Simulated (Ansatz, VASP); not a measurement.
## Two plane-wave programs on BN

File INCAR:

```
SYSTEM = BN
PREC     = Accurate       ! precision mode
ENCUT    = 520            ! plane-wave cutoff, eV
EDIFF    = 1E-6           ! SCF threshold, eV
ISMEAR   = 0              ! smearing method
SIGMA    = 0.05           ! smearing width, eV
LREAL    = .False.        ! projectors in reciprocal space
LASPH    = .True.         ! aspherical terms in the spheres
NELM     = 80             ! most SCF steps
ALGO     = Normal         ! electronic algorithm
ISIF     = 2              ! what is computed and relaxed
LWAVE    = .False.        ! write WAVECAR
LCHARG   = .False.        ! write CHGCAR
GGA      = PE             ! functional
NBANDS   = 16             ! bands
```

The input KPOINTS:

```
Automatic mesh
0
Gamma
  6 6 6
  0 0 0
```

File POSCAR:

```
BN
1.0
    0.0000000000     -1.8123937734     -1.8123937734
   -1.8123937734      0.0000000000     -1.8123937734
    1.8123937734      1.8123937734     -3.6247875468
B N
2 2
Direct
   -0.0372402920      0.0447367470      0.0000000000
    0.5372402920      0.4552632530      0.5000000000
    0.3368895766      0.4207820355      0.8750000000
    0.9131104234      0.8292179645      0.3750000000
```

Input for Ansatz:

```yaml
crystal:
  lattice:
    - [0.0, -1.8123937734, -1.8123937734]
    - [-1.8123937734, 0.0, -1.8123937734]
    - [1.8123937734, 1.8123937734, -3.6247875468]
  atoms:
    - { symbol: B, position: [-0.037240292, 0.044736747, 0.0] }
    - { symbol: B, position: [0.537240292, 0.455263253, 0.5] }
    - { symbol: "N", position: [0.3368895766, 0.4207820355, 0.875] }
    - { symbol: "N", position: [0.9131104234, 0.8292179645, 0.375] }
basis:
  ecutwfc: 520.0
kpoints:
  mp_grid: { grid: [6, 6, 6] }
hamiltonian:
  xc: pbe
scf:
  occupations: { method: gaussian, width: 0.05 }
output:
  forces: true
  stress: true
  eigenvalues: true
```

Change from the starting cell: mode 4 frozen in at -0.085 Å and mode 5 at +0.068 Å (largest displacements).

Alike in both runs: task single point; functional PBE; k mesh 6 × 6 × 6; occupations gaussian, width 0.05 eV; no spin polarisation.

```csv
,VASP,Ansatz
version,VASP 6.6.1,Ansatz 0.2.0
potentials or method,"VASP PAW PBE potentials, release 64 (B, N)","scalar-relativistic, plane waves, PAW"
plane-wave cutoff (eV),520,520
valence electrons in the cell,16,16
```

```tsv
	VASP	Ansatz	Ansatz less VASP
gap on the k mesh at the Fermi level (eV)	4.24	4.25	+0.010
least direct gap on the mesh (eV)	6.20	6.22	+0.012
pressure (GPa)	-0.1	-0.3	-0.19
largest component of the traceless stress (GPa)	2.57	2.57	+0.001
rms of the force components (eV/Å)	0.667	0.667	+0.0004
```

Atom by atom the forces differ by 0.001 eV/Å (rms over components). The functional is the same, so the differences come from potentials, cutoffs and numerics.

Caveats: the k mesh is coarse (spacing up to 0.48 Å⁻¹), so the values aren't converged; forces of over 1 eV/Å show positions far from the minimum, so gaps and moduli don't describe the material at rest. A k mesh can miss the band edges.
